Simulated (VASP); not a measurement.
# CO2: relaxation of shape and atoms at fixed volume with PBE+D3(BJ)

CO2:

```
C O
1.0
    -2.00771    2.00771    3.04660
     2.00771   -2.00771    3.04660
     2.00771    2.00771   -3.04660
C O
2 4
Cartesian
  0.0000 0.0000 0.0000
  0.0000 2.0077 1.5233
  0.6735 1.0039 0.7617
  -1.0039 1.3342 2.2850
  1.3342 1.0039 3.8083
  3.0116 0.6735 -0.7617
```

The cell isn't the ideal one: a relaxed cell with its volume scaled by 1.06.

* Program: VASP 6.6.1
* Task: relaxation of shape and atoms at fixed volume
* Functional: PBE
* Dispersion: D3(BJ)
* Potentials or basis: VASP PAW PBE potentials, release 64 (C, O)
* Cutoff: 600 eV
* k mesh: 12 × 12 × 12
* Occupations: gaussian, width 0.03 eV
* Spin: no spin polarisation
* Further INCAR settings: ALGO = Fast; EDIFF = 1e-07; IBRION = 2; EDIFFG = -0.01; NSW = 40; ISIF = 4

The energy gained by relaxing is 9.4 meV/atom. The ionic steps are 5 and the pressure after relaxing is -7.4 GPa. The largest force after relaxing is 0.005 eV/Å. The band gap on the k mesh is 7.53 eV, indirect (least direct gap 7.89 eV). The dispersion energy per atom is -0.096 eV.

Forces in eV/Å, atoms in the order of the input:
```
C    0.000  0.000  0.000
C    0.000  0.000  0.000
O    0.005  0.000  0.000
O    0.000 -0.005  0.000
O   -0.005  0.000  0.000
O    0.000  0.005  0.000
```

The path:
```
step  energy change (eV)  largest force (eV/Å)  pressure (GPa)
   1              0.0000                0.7361          -13.58
   2             -0.0503                0.0176           -7.91
   3             -0.0504                0.0116           -8.13
   4             -0.0536                0.0061           -7.90
   5             -0.0563                0.0049           -7.45
```

Final structure:
```cif
data_structure
_symmetry_space_group_name_H-M 'P 1'
_symmetry_Int_Tables_number 1
_cell_length_a 4.1503
_cell_length_b 4.1503
_cell_length_c 4.1503
_cell_angle_alpha 121.769
_cell_angle_beta 121.769
_cell_angle_gamma 86.962
_cell_volume 49.12
loop_
_atom_site_label
_atom_site_type_symbol
_atom_site_fract_x
_atom_site_fract_y
_atom_site_fract_z
_atom_site_occupancy
C1 C 0.00000 0.00000 0.00000 1
C2 C 0.75000 0.25000 0.50000 1
O1 O 0.37500 0.28285 0.40785 1
O2 O 0.71715 0.12500 0.09215 1
O3 O 0.87500 0.96715 0.59215 1
O4 O 0.03285 0.62500 0.90785 1
```

Levels at points of the mesh, in eV from the valence-band top:
| k point | band 14 | band 15 | band 16 | band 17 | band 18 | band 19 |
| --- | --- | --- | --- | --- | --- | --- |
| (0.00, 0.00, 0.00) | -0.93 | -0.93 | -0.50 | 7.53 | 8.61 | 8.86 |
| (0.50, 0.00, 0.00) | -1.29 | -0.42 | -0.01 | 7.94 | 8.95 | 9.25 |
| (0.50, 0.50, 0.00) | -0.68 | -0.47 | -0.47 | 8.46 | 8.46 | 9.61 |
| (0.50, 0.50, 0.50) | -2.78 | 0.00 | 0.00 | 8.77 | 8.77 | 10.13 |

Run time: 5.4 min on 2 MPI ranks on Intel(R) Xeon(R) Platinum 8375C CPU @ 2.90GHz (Ice Lake), on a shared host, peak memory 0.32 GiB a rank.

A k mesh can miss the band edges.
